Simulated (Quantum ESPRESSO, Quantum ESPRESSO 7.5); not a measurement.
## AlN layers in GaN along [001]: a series in the number of AlN bilayers

What law, if any, do the results for AlN layers in GaN along [001] follow against the number of AlN bilayers?

Program: Quantum ESPRESSO 7.5. Level of theory: plane-wave DFT, LDA, PseudoDojo norm-conserving pseudopotentials. Results are calculated unless marked as measured.

## Step 1: The structure

The cell holds 20 atoms: 9 Ga, 10 N and 1 Al. Cell: a = 3.159 Å, b = 3.159 Å, c = 22.204 Å, α = 90.0°, β = 90.0°, γ = 90.0°. The structure's axis is c.

Set-up: One periodic cell holds 2 cubic periods of GaN on each side, with one more bilayer where the count is odd; atoms stand on ideal sites, the AlN spacing set by elasticity on the lattice of GaN. pwcond gives T(E) at the zone centre across the current, about the valence top and the conduction bottom; energies count from the cell's highest filled level.

Members 3, 4, 5 and 6 took the same steps and show in the table alone.

## Step 2: Ground state, 1

The self-consistent run of this member.

m0.scf.in reads:

```
&control
  prefix = 'm0.scf'
  outdir = './out'
  pseudo_dir = './pseudo'
  calculation = 'scf'
  tprnfor = .true.
/
&system
  ibrav = 0
  nat = 20
  ntyp = 3
  ecutwfc = 61
  ecutrho = 244
  occupations = 'fixed'
  nbnd = 89
/
&electrons
  conv_thr = 1e-08
  mixing_beta = 0.4
  electron_maxstep = 120
/
ATOMIC_SPECIES
  Ga  69.7230  Ga.dojo-sr-lda-0.4.1-standard.upf
  N   14.0070  N.dojo-sr-lda-0.4.1-standard.upf
  Al  26.9815  Al.dojo-sr-lda-0.4.1-standard.upf
CELL_PARAMETERS angstrom
  3.15935309834149 0.00000000000000 0.00000000000000
  0.00000000000000 3.15935309834149 0.00000000000000
  0.00000000000000 0.00000000000000 22.20375054945055
ATOMIC_POSITIONS crystal
  Ga  0.000000000000 0.000000000000 0.000000000000
  N   0.500000000000 0.000000000000 0.050306816297
  Ga  0.500000000000 0.500000000000 0.100613632594
  N   0.000000000000 0.500000000000 0.150920448892
  Ga  0.000000000000 0.000000000000 0.201227265189
  N   0.500000000000 0.000000000000 0.251534081486
  Ga  0.500000000000 0.500000000000 0.301840897783
  N   0.000000000000 0.500000000000 0.352147714080
  Al  0.000000000000 0.000000000000 0.402454530378
  N   0.500000000000 0.000000000000 0.449693183703
  Ga  0.500000000000 0.500000000000 0.496931837028
  N   0.000000000000 0.500000000000 0.547238653325
  Ga  0.000000000000 0.000000000000 0.597545469622
  N   0.500000000000 0.000000000000 0.647852285920
  Ga  0.500000000000 0.500000000000 0.698159102217
  N   0.000000000000 0.500000000000 0.748465918514
  Ga  0.000000000000 0.000000000000 0.798772734811
  N   0.500000000000 0.000000000000 0.849079551108
  Ga  0.500000000000 0.500000000000 0.899386367406
  N   0.000000000000 0.500000000000 0.949693183703
K_POINTS automatic
  6 6 1 0 0 0
```

Started as:

```console
$ OMP_NUM_THREADS=1 mpirun -n 8 pw.x -nk 2 -in m0.scf.in > m0.scf.out
```

What it wrote:

```text
Program PWSCF v.7.5 starts
[citation notice left out]

     Parallel version (MPI & OpenMP), running on       8 processor cores
     Number of MPI processes:                 8
     Threads/MPI process:                     1

     MPI processes distributed on     1 nodes
[...]
Current dimensions of program PWSCF are:
     Max number of different atomic species (ntypx) = 10
     Max number of k-points (npk) =  40000
     Max angular momentum in pseudopotentials (lmaxx) =  4
     Message from routine setup:
     using ibrav=0 with symmetry is DISCOURAGED, use correct ibrav instead

     K-points division:     npool     =       2
     R & G space division:  proc/nbgrp/npool/nimage =       4
     Subspace diagonalization in iterative solution of the eigenvalue problem:
     a serial algorithm will be used

     Parallelization info
     --------------------
     sticks:   dense  smooth     PW     G-vecs:    dense   smooth      PW
     Min         170     170     53                24000    24000    3955
     Max         171     171     54                24019    24019    3968
     Sum         681     681    213                96041    96041   15839

     Using Slab Decomposition

     bravais-lattice index     =            0
     lattice parameter (alat)  =       5.9703  a.u.
     unit-cell volume          =    1495.6131 (a.u.)^3
     number of atoms/cell      =           20
     number of atomic types    =            3
     number of electrons       =       170.00
     number of Kohn-Sham states=           89
     kinetic-energy cutoff     =      61.0000  Ry
     charge density cutoff     =     244.0000  Ry
     scf convergence threshold =      1.0E-08
     mixing beta               =       0.4000
     number of iterations used =            8  plain     mixing
     Exchange-correlation= SLA  PW   NOGX NOGC
                           (   1   4   0   0   0   0   0)

     celldm(1)=   5.970312  celldm(2)=   0.000000  celldm(3)=   0.000000
     celldm(4)=   0.000000  celldm(5)=   0.000000  celldm(6)=   0.000000

     crystal axes: (cart. coord. in units of alat)
               a(1) = (   1.000000   0.000000   0.000000 )
               a(2) = (   0.000000   1.000000   0.000000 )
               a(3) = (   0.000000   0.000000   7.027942 )

     reciprocal axes: (cart. coord. in units 2 pi/alat)
               b(1) = (  1.000000  0.000000  0.000000 )
               b(2) = (  0.000000  1.000000  0.000000 )
               b(3) = (  0.000000  0.000000  0.142289 )

     PseudoPot. # 1 for Ga read from file:
     ./pseudo/Ga.dojo-sr-lda-0.4.1-standard.upf
     Pseudo is Norm-conserving + core correction, Zval = 13.0
     Generated using ONCVPSP code by D. R. Hamann
     Using radial grid of 1858 points,  6 beta functions with:
                l(1) =   0
                l(2) =   0
                l(3) =   1
                l(4) =   1
                l(5) =   2
                l(6) =   2

     PseudoPot. # 2 for N  read from file:
     ./pseudo/N.dojo-sr-lda-0.4.1-standard.upf
     Pseudo is Norm-conserving + core correction, Zval =  5.0
     Generated using ONCVPSP code by D. R. Hamann
     Using radial grid of 1058 points,  4 beta functions with:
                l(1) =   0
                l(2) =   0
                l(3) =   1
                l(4) =   1

     PseudoPot. # 3 for Al read from file:
     ./pseudo/Al.dojo-sr-lda-0.4.1-standard.upf
     Pseudo is Norm-conserving + core correction, Zval =  3.0
     Generated using ONCVPSP code by D. R. Hamann
     Using radial grid of 1854 points,  6 beta functions with:
                l(1) =   0
                l(2) =   0
                l(3) =   1
                l(4) =   1
                l(5) =   2
                l(6) =   2

     atomic species   valence    mass     pseudopotential
     Ga               13.00    69.72300     Ga( 1.00)
     N                 5.00    14.00700     N ( 1.00)
     Al                3.00    26.98150     Al( 1.00)

      4 Sym. Ops. (no inversion) found

   Cartesian axes

     site n.     atom                  positions (alat units)
         1        Ga     tau(   1) = (   0.0000000   0.0000000   0.0000000  )
         2        N      tau(   2) = (   0.5000000   0.0000000   0.3535534  )
         3        Ga     tau(   3) = (   0.5000000   0.5000000   0.7071068  )
         4        N      tau(   4) = (   0.0000000   0.5000000   1.0606602  )
         5        Ga     tau(   5) = (   0.0000000   0.0000000   1.4142136  )
         6        N      tau(   6) = (   0.5000000   0.0000000   1.7677670  )
         7        Ga     tau(   7) = (   0.5000000   0.5000000   2.1213203  )
         8        N      tau(   8) = (   0.0000000   0.5000000   2.4748737  )
         9        Al     tau(   9) = (   0.0000000   0.0000000   2.8284271  )
        10        N      tau(  10) = (   0.5000000   0.0000000   3.1604176  )
        11        Ga     tau(  11) = (   0.5000000   0.5000000   3.4924082  )
        12        N      tau(  12) = (   0.0000000   0.5000000   3.8459616  )
        13        Ga     tau(  13) = (   0.0000000   0.0000000   4.1995149  )
        14        N      tau(  14) = (   0.5000000   0.0000000   4.5530683  )
        15        Ga     tau(  15) = (   0.5000000   0.5000000   4.9066217  )
        16        N      tau(  16) = (   0.0000000   0.5000000   5.2601751  )
        17        Ga     tau(  17) = (   0.0000000   0.0000000   5.6137285  )
        18        N      tau(  18) = (   0.5000000   0.0000000   5.9672819  )
        19        Ga     tau(  19) = (   0.5000000   0.5000000   6.3208353  )
        20        N      tau(  20) = (   0.0000000   0.5000000   6.6743887  )

     number of k points=    16
                       cart. coord. in units 2pi/alat
        k(    1) = (   0.0000000   0.0000000   0.0000000), wk =   0.0555556
        k(    2) = (   0.0000000   0.1666667   0.0000000), wk =   0.1111111
        k(    3) = (   0.0000000   0.3333333   0.0000000), wk =   0.1111111
        k(    4) = (   0.0000000  -0.5000000   0.0000000), wk =   0.0555556
        k(    5) = (   0.1666667   0.1666667   0.0000000), wk =   0.2222222
        k(    6) = (   0.1666667   0.3333333   0.0000000), wk =   0.2222222
        k(    7) = (   0.1666667  -0.5000000   0.0000000), wk =   0.1111111
        k(    8) = (   0.3333333   0.3333333   0.0000000), wk =   0.2222222
        k(    9) = (   0.3333333  -0.5000000   0.0000000), wk =   0.1111111
        k(   10) = (  -0.5000000  -0.5000000   0.0000000), wk =   0.0555556
[...]
k(   16) = (  -0.5000000   0.3333333   0.0000000), wk =   0.1111111

[...]
iteration # 13     ecut=    61.00 Ry     beta= 0.40
[...]
End of self-consistent calculation

          k = 0.0000 0.0000 0.0000 ( 12129 PWs)   bands (ev):

    -5.6565  -5.5208  -5.4558  -5.1436  -5.0743  -4.8107  -4.7517  -4.6550
    -4.6273  -4.3309  -3.4268  -3.3877  -3.3534  -3.3353  -3.3332  -3.3284
    -3.3034  -3.3017  -3.2994  -3.2590  -3.2566  -3.2486  -3.2309  -3.2243
    -3.2121  -3.2101  -3.1951  -3.1863  -3.1598  -3.1579  -3.1467  -3.1301
    -3.1013  -3.0998  -3.0497  -3.0489  -3.0478  -3.0208  -3.0155  -3.0153
    -3.0149  -3.0106  -3.0058  -2.9930  -2.9793  -2.9780  -2.9600  -2.9438
    -2.9304  -2.9233  -2.5973  -2.4331  -1.7400  -1.5512  -1.1292   4.1243
     4.6880   4.8734   6.0315   6.2651   7.3898   7.4875   7.5715   7.6727
     7.7100   7.7726   7.8038   7.8176   8.2518   8.2805   8.4000   8.4394
     9.0795   9.0841   9.1547   9.2696   9.2916   9.3751   9.8716   9.8749
    10.0562  10.0621  10.3011  10.3248  10.3260  12.4005  13.3673  13.4677
    13.5887

          k = 0.0000 0.1667 0.0000 ( 12097 PWs)   bands (ev):

    -5.4471  -5.3366  -5.2780  -5.0381  -4.9769  -4.7813  -4.7291  -4.6520
    -4.6221  -4.2890  -3.3978  -3.3780  -3.3134  -3.3116  -3.3023  -3.2899
    -3.2899  -3.2687  -3.2610  -3.2583  -3.2279  -3.2224  -3.2223  -3.2196
    -3.2152  -3.1920  -3.1830  -3.1763  -3.1454  -3.1207  -3.1090  -3.1016
    -3.0870  -3.0835  -3.0819  -3.0610  -3.0576  -3.0462  -3.0210  -3.0093
    -3.0036  -3.0007  -2.9901  -2.9769  -2.9605  -2.9473  -2.9436  -2.9391
    -2.9340  -2.8509  -2.3735  -2.1913  -1.5584  -1.3575  -0.9988   4.2731
     4.5068   4.7201   5.3060   5.5076   6.4016   6.4850   6.5814   6.9905
     7.0137   7.6206   7.7801   7.8145   7.9129   8.0333   8.1926   8.2079
     8.4316   8.6048   8.7481   9.1628   9.3576   9.3746   9.4001   9.8089
     9.8504  10.0247  10.0386  10.0448  10.2459  13.6488  14.0152  14.1412
    14.4009

          k = 0.0000 0.3333 0.0000 ( 12023 PWs)   bands (ev):

    -5.0173  -4.9734  -4.9381  -4.8566  -4.8186  -4.7492  -4.7116  -4.6655
    -4.6392  -4.2008  -3.3728  -3.3582  -3.2637  -3.2624  -3.2578  -3.2551
    -3.2540  -3.2495  -3.2481  -3.2434  -3.2375  -3.2353  -3.2256  -3.2177
    -3.1883  -3.1690  -3.1598  -3.1346  -3.1075  -3.0987  -3.0469  -3.0324
    -3.0309  -3.0161  -3.0111  -3.0028  -3.0020  -2.9909  -2.9871  -2.9848
    -2.9798  -2.9670  -2.9638  -2.9502  -2.9488  -2.8636  -2.7557  -2.7321
    -2.4532  -2.3182  -1.8955  -1.6961  -1.3533  -1.1764  -1.0391   3.5891
     3.7978   3.8258   3.9907   4.3147   4.4834   4.7051   5.6752   5.7616
     5.8785   6.5808   6.9267   7.0324   8.1876   8.4232   8.5439   8.5500
     8.5839   8.6306   8.8642   8.9966   9.1913   9.2571   9.3035   9.4563
     9.4977   9.5211   9.6973   9.8251   9.9332  15.0513  15.0642  15.1251
    15.2325

          k = 0.0000-0.5000 0.0000 ( 11958 PWs)   bands (ev):

    -4.7940  -4.7675  -4.7565  -4.7545  -4.7440  -4.7429  -4.7414  -4.7324
    -4.7315  -4.1432  -3.3691  -3.3523  -3.2537  -3.2515  -3.2483  -3.2440
    -3.2412  -3.2405  -3.2384  -3.2346  -3.2340  -3.2339  -3.2201  -3.2139
    -3.1984  -3.1917  -3.1737  -3.1656  -3.1323  -3.0767  -3.0139  -3.0097
    -3.0054  -3.0009  -2.9871  -2.9863  -2.9860  -2.9736  -2.9686  -2.9664
    -2.9653  -2.9543  -2.9523  -2.9498  -2.9490  -2.3061  -2.1217  -1.8501
    -1.8221  -1.7865  -1.7610  -1.6761  -1.6474  -1.5908  -1.5847   2.9835
     3.2228   3.2279   3.3991   3.9048   4.0869   4.1075   4.3573   4.8433
     5.2012   6.9101   7.0124   7.8541   7.9374   8.0438   8.0584   8.5946
     9.0693   9.1493   9.1993   9.2028   9.2429   9.3159   9.3168   9.3251
     9.3348   9.3523   9.3532   9.3672   9.3697  15.2875  15.2922  15.3232
    15.5641

          k = 0.1667 0.1667 0.0000 ( 12057 PWs)   bands (ev):

    -5.2602  -5.1720  -5.1248  -4.9407  -4.8959  -4.7487  -4.7059  -4.6424
    -4.6146  -4.2594  -3.4029  -3.3341  -3.2797  -3.2696  -3.2678  -3.2609
    -3.2579  -3.2575  -3.2460  -3.2407  -3.2261  -3.2226  -3.2037  -3.1987
    -3.1905  -3.1846  -3.1753  -3.1699  -3.1551  -3.1309  -3.1222  -3.1024
    -3.0708  -3.0638  -3.0510  -3.0367  -3.0287  -3.0208  -3.0107  -3.0079
    -3.0022  -3.0003  -2.9869  -2.9761  -2.9727  -2.9657  -2.9579  -2.9513
    -2.7717  -2.6570  -2.1651  -1.9757  -1.4029  -1.1972  -0.8902   4.4043
     4.5132   4.7231   5.1245   5.3103   6.1415   6.1998   6.5821   6.7507
     6.7858   6.7986   7.2414   7.2817   7.3938   7.3985   7.6048   7.6248
     8.1203   8.1938   8.2855   8.8141   8.8533   9.0159   9.1610   9.4724
     9.5062   9.7099   9.7738   9.9070   9.9188  14.3985  14.7321  14.8142
    15.3608

          k = 0.1667 0.3333 0.0000 ( 12029 PWs)   bands (ev):

    -4.9066  -4.8739  -4.8444  -4.7860  -4.7568  -4.7060  -4.6793  -4.6436
    -4.6239  -4.1627  -3.3646  -3.3210  -3.2510  -3.2440  -3.2401  -3.2341
    -3.2330  -3.2256  -3.2229  -3.2128  -3.2109  -3.2089  -3.2070  -3.1953
    -3.1841  -3.1727  -3.1561  -3.1414  -3.1386  -3.1099  -3.0871  -3.0571
    -3.0395  -3.0277  -3.0153  -3.0140  -3.0096  -2.9927  -2.9912  -2.9836
    -2.9782  -2.9723  -2.9699  -2.9665  -2.9620  -2.7587  -2.6051  -2.5740
    -2.2602  -2.1243  -1.7198  -1.5246  -1.2219  -1.0536  -0.9350   3.8304
     4.0395   4.0645   4.2196   4.4488   4.6542   4.8750   5.7197   5.8071
     6.1075   6.4442   6.6031   6.6612   7.2485   7.3392   7.5047   7.9279
     8.0543   8.1016   8.1448   8.4722   8.6731   8.8164   8.9398   8.9710
     9.0254   9.0452   9.0706   9.3829   9.3871  15.3707  15.5534  15.5622
    16.1350

[...]
highest occupied, lowest unoccupied level (ev):    10.3260   12.4005

!    total energy              =   -1587.26823932 Ry
     estimated scf accuracy    <          4.0E-09 Ry

     The total energy is the sum of the following terms:
     one-electron contribution =    -647.59669528 Ry
     hartree contribution      =     483.21267356 Ry
     xc contribution           =    -434.51945753 Ry
     ewald contribution        =    -988.36476007 Ry

     convergence has been achieved in  13 iterations

     Forces acting on atoms (cartesian axes, Ry/au):

     atom    1 type  1   force =     0.00000000    0.00000000    0.00013645
     atom    2 type  2   force =     0.00000000    0.00000000   -0.00013262
     atom    3 type  1   force =     0.00000000    0.00000000    0.00014615
     atom    4 type  2   force =     0.00000000    0.00000000   -0.00010005
     atom    5 type  1   force =     0.00000000    0.00000000    0.00008720
     atom    6 type  2   force =     0.00000000    0.00000000   -0.00129764
     atom    7 type  1   force =     0.00000000    0.00000000    0.00067017
     atom    8 type  2   force =     0.00000000    0.00000000    0.04074026
     atom    9 type  3   force =     0.00000000    0.00000000   -0.03936460
     atom   10 type  2   force =     0.00000000    0.00000000   -0.04318939
     atom   11 type  1   force =     0.00000000    0.00000000    0.03959121
     atom   12 type  2   force =     0.00000000    0.00000000    0.00268220
     atom   13 type  1   force =     0.00000000    0.00000000    0.00009973
     atom   14 type  2   force =     0.00000000    0.00000000   -0.00013048
     atom   15 type  1   force =     0.00000000    0.00000000    0.00017043
     atom   16 type  2   force =     0.00000000    0.00000000   -0.00014428
     atom   17 type  1   force =     0.00000000    0.00000000    0.00015561
     atom   18 type  2   force =     0.00000000    0.00000000   -0.00013552
     atom   19 type  1   force =     0.00000000    0.00000000    0.00014678
     atom   20 type  2   force =     0.00000000    0.00000000   -0.00013160

     Total force =     0.081558     Total SCF correction =     0.000098

[...]
=------------------------------------------------------------------------------=
   JOB DONE.
=------------------------------------------------------------------------------=
```

Wall time 2.1 min (8 MPI ranks of Arm Neoverse N1, shared host); peak memory 0.97 GiB.

Numbers from this step:

| Item | Value |
| --- | --- |
| free energy | -21595.8846 eV |
| valence top, on the run's zero | 10.33 eV |
| conduction bottom, on the run's zero | 12.40 eV |
| gap by band count | 2.074 eV |

(Continued in part 2 of 3.)

[Logs are printed without paths, hosts, clocks, repeated set-up lines and the standing remarks that a program may print on its own settings, such as how far it seeks lower states.]

[Hosts, paths, dates, database ids (printed as entryN), source tags and the programs' standing remarks are cut or masked in the printed files.]

[Maps of the electrostatic potential energy from Ansatz leave out the sawtooth potential of an applied field or a dipole correction, so their vacuum need not be flat; planar profiles and work functions include it.]
